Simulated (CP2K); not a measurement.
Ti:

```xyz
2
Lattice="2.9500 0.0000 0.0000 -1.4750 2.5548 0.0000 0.0000 0.0000 4.6800" Properties=species:S:1:pos:R:3 pbc="T T T"
Ti    1.4750    0.8516    3.5100
Ti    0.0000    1.7032    1.1700
```

Base run:

- Program: CP2K 2026.2
- Functional: HLE16
- Potentials or basis: POTENTIAL_UZH Ti GTH-PBE-q12; TZVP-MOLOPT-PBE-GTH basis
- Density cutoff: 9184 eV
- k mesh: 10 × 10 × 6
- Occupations: fermi-dirac, width 0.05 eV
- Spin: no spin polarisation

Its results: band gap on the k mesh none (metal or under the smearing width); pressure -22.2 GPa.

Q: The run is repeated on the same cell with these changes: functional from HLE16 to LDA. What comes out?

A: Band gap on the k mesh none (metal or under the smearing width); pressure -9.3 GPa.

Caveats: the potentials were made for another functional, which shifts forces and pressure; the basis of atomic orbitals isn't converged, which shifts pressures, moduli and gaps; the potentials were made for a functional far from this one (some runs).
